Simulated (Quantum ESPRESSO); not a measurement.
A run of Quantum ESPRESSO 7.5 is set up as follows.

The input pw.in:

```
&CONTROL
  calculation = 'scf'
  prefix = 'pwscf'
  outdir = './tmp'
  pseudo_dir = './pseudo'
  tprnfor = .true.
  tstress = .true.
  disk_io = 'nowf'
/
&SYSTEM
  ibrav = 0
  nat = 2
  ntyp = 2
  ecutwfc = 45
  ecutrho = 360
  nbnd = 23
  occupations = 'smearing'
  smearing = 'fd'
  degauss = 0.00367493
  nspin = 2
  starting_magnetization(1) = 0.1538
  starting_magnetization(2) = -0.1538
/
&ELECTRONS
  conv_thr = 4d-10
  electron_maxstep = 120
  mixing_beta = 0.3
/
ATOMIC_SPECIES
V1    50.9415 v_pbesol_v1.4.uspp.F.UPF
V2    50.9415 v_pbesol_v1.4.uspp.F.UPF
CELL_PARAMETERS bohr
   4.9214026021    0.0000000000    0.0000000000
  -2.4607013009    4.2620596755    0.0000000000
   0.0000000000    0.0000000000    8.9258114346
ATOMIC_POSITIONS bohr
V1    -0.0000000002    2.8413731172    2.2314528586
V2     2.4607013013    1.4206865584    6.6943585759
K_POINTS automatic
12 12 6 0 0 0
HUBBARD {ortho-atomic}
U V1-3d 5.0
U V2-3d 5.0
```

Potentials or basis: GBRV 1.5 PBEsol.

The run is started by

```bash
$ OMP_NUM_THREADS=1 mpirun -n 2 pw.x -nk 2 -in pw.in > pw.out
```

Predict the absolute moment.

7.06 μB per cell.

Predict the net moment.

0.00 μB per cell.

Estimate the site moments.

V +2.96, -2.96 μB.

What does it give for the pressure?

44.6 GPa.

Stress tensor (GPa, compression positive):
```
58.05  0.00  0.00
 0.00 58.05  0.00
 0.00  0.00 17.80
```

Caveat: a pressure of tens of GPa on the cell as given is suspect, and the run, the potentials or the cell itself is likely at fault; the U is typed as a test and isn't derived for this compound. The state reached can hang on the start; a lower one may exist.
